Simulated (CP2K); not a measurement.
Crystal: MgTe.

```xyz
2
Lattice="4.5707 0.0000 0.0000 2.2854 3.9584 0.0000 2.2854 1.3195 3.7320" Properties=species:S:1:pos:R:3 pbc="T T T"
Te    2.2854    1.3195    0.9330
Mg    0.0000    0.0000    0.0000
```

The cell comes from a database or a generator and needn't be the stable form of this composition.

Base run:

* Program: CP2K 2026.2
* Functional: PBE
* Potentials or basis: GTH_POTENTIALS Te GTH-PBE-q6, Mg GTH-PBE-q10; DZVP-MOLOPT-SR-GTH basis
* Density cutoff: 19048 eV
* k mesh: 7 × 7 × 7
* Occupations: fermi-dirac, width 0.05 eV
* Spin: no spin polarisation

Its results: band gap on the k mesh 2.24 eV, direct; pressure 1.5 GPa.

Task: The run is repeated on the same cell with these changes: functional from PBE to PBEsol. What comes out?

Result: Band gap on the k mesh 2.10 eV, direct; pressure 0.8 GPa.

PBEsol binds more tightly than PBE, so the same cell stands under less pressure.

Caveats: spin-orbit coupling is left out, which moves the levels of the heavy elements; the basis of atomic orbitals isn't converged, which shifts pressures, moduli and gaps; the potentials were made for another functional, which shifts forces and pressure (some runs).
